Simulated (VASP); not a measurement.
Wanted: the native input for a VASP 6.6.1 run.

```yaml
Task: electron localisation function
Functional: SCAN
Dispersion: D4
Potentials_or_basis: VASP PAW PBE potentials, release 64 (Dy_3), 4f in core
Cutoff: 520 eV
k_mesh: 9 × 9 × 9
Occupations: gaussian, width 0.05 eV
Spin: collinear spin, ferromagnetic start
Starting_moments: "[5.0] μB"
Hubbard_terms: Dy f U = 8 eV
Further_INCAR_settings: ALGO = Normal; EDIFF = 1e-07
```

The structure of Dy lies in POSCAR:

```
Dy
3.4648
   -0.577344189621      0.577344189621      0.577344189621
    0.577344189621     -0.577344189621      0.577344189621
    0.577344189621      0.577344189621     -0.577344189621
Dy
1
Direct
    0.0000000000      0.0000000000      0.0000000000
```

This isn't the form of Dy at room conditions, which is hcp.

The input as run:

INCAR

```
PREC = Accurate
ENCUT = 520
EDIFF = 1E-7
ISMEAR = 0
SIGMA = 0.05
LREAL = False
LASPH = True
NELM = 100
ALGO = Normal
ISIF = 2
LWAVE = False
LCHARG = True
ISPIN = 2
MAGMOM = 5
LORBIT = 11
LMAXMIX = 6
LDAU = True
LDAUTYPE = 2
LDAUL = 3
LDAUU = 8
LDAUJ = 0
LDAUPRINT = 1
METAGGA = SCAN
LMIXTAU = True
IVDW = 13
LELF = True
```

KPOINTS

```
regular mesh
0
Gamma
  9 9 9
```

Potentials or basis: VASP PAW PBE potentials, release 64 (Dy_3), 4f in core.

Run with:

```bash
$ cat potpaw_PBE.64/Dy_3/POTCAR > POTCAR
$ mpirun -np 1 vasp_std > vasp.out
```

It gave:

```
Pressure                                              : -2.4 GPa
Band gap on the k mesh                                : none (metal or under the smearing width)
Net moment                                            : 0.07 μB per cell
Site moments                                          : Dy +0.05 μB
Valence electrons inside the program's atomic spheres : Dy 7.95
Dispersion energy per atom                            : -0.063 eV
```

Caveat: the magnetic or orbital state may not be the lowest; U is put on an f shell that these potentials keep in the core, so it has next to no effect; the PAW data sets were made with another functional, which shifts forces and pressure a little; spin-orbit coupling is left out, which moves the levels of the heavy elements; the 4f electrons are frozen in the core as for a trivalent ion, so they carry no moment and show no levels; pairwise dispersion overbinds metals, which lowers pressure and volume.

Run time: 2.7 min on 1 thread of AMD EPYC 9R45 (Zen 5), with other jobs on the host, peak memory 0.18 GiB.
